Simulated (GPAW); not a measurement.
The system is Al2O3.

```
Al O
1.0
     2.88432    0.00000    0.00000
    -1.44216    2.49790    0.00000
     0.00000    0.00000    9.33675
Al O
2 3
Direct
  0.00000 0.00000 0.85001
  0.00000 0.00000 0.14999
  0.33333 0.66667 0.77768
  0.66667 0.33333 0.00000
  0.33333 0.66667 0.22232
```

Measurements of this composition are mostly on another form, of space group No. 167.

Base run:

- Program: GPAW 26.7.0
- Functional: GLLB-SC
- Potentials or basis: the program's PAW data sets (release 1.2.1) made for this functional
- Cutoff: 550 eV
- Basis: pw
- k mesh: 9 × 9 × 3
- Occupations: fermi-dirac, width 0.001 eV
- Spin: no spin polarisation

Its results: band gap on the k mesh, kohn-sham part alone 6.13 eV, indirect (least direct gap 6.31 eV); electronic dielectric tensor (diagonal) 2.22, 2.22, 1.72.

Q: The run is repeated on the same cell with these changes: functional from GLLB-SC to PBE; potentials or basis from the program's PAW data sets (release 1.2.1) made for this functional to GPAW PAW data sets (gpaw-data 1.2.1). What comes out?

A: Band gap on the k mesh 4.79 eV, indirect (least direct gap 5.02 eV); electronic dielectric tensor (diagonal) 2.57, 2.57, 1.87.

Caveats: the long-wavelength limit can be off by a per cent or two; an odd mesh through Γ misses points on the zone boundary, where band edges often lie; a model potential gives levels but no total energy (some runs); response on these states lacks terms of the Hamiltonian (some runs).
